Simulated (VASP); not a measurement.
Input of a VASP 6.6.1 run:

The input INCAR:

```
SYSTEM = PtS2
PREC = Accurate ; ENCUT = 520
EDIFF = 1E-6 ; ISMEAR = 0
SIGMA = 0.01 ; LREAL = .FALSE.
LASPH = .TRUE. ; NELM = 80
ALGO = Fast ; ISIF = 2
LWAVE = .FALSE. ; LCHARG = .TRUE.
GGA = PE ; LELF = .TRUE.
LVHAR = .TRUE. ; NBANDS = 18
```

KPOINTS

```
Automatic mesh
0
G
  6 6 6
  0 0 0
```

The input POSCAR:

```
PtS2
1.0
    1.7644429028      1.0187015849      5.5230462124
   -1.7644429028      1.0187015849      5.5230462124
    0.0000000000     -2.0374031698      5.5230462124
Pt S
1 2
Direct
    0.0000000000      0.0000000000      0.0000000000
    0.2583047870      0.2583047870      0.2583047870
    0.7416952130      0.7416952130      0.7416952130
```

Potentials or basis: VASP PAW PBE potentials, release 64 (Pt, S).

The run is started by

```console
$ cat potpaw_PBE.64/Pt/POTCAR potpaw_PBE.64/S/POTCAR > POTCAR
$ mpirun -np 1 vasp_std > vasp.out
```

Task: What does it give for the largest force?

Result: 0.005 eV/Å.

Task: Predict the pressure.

Result: 3.1 GPa.

Stress tensor (GPa, compression positive):
```
3.54 0.00 0.00
0.00 3.54 0.00
0.00 0.00 2.19
```
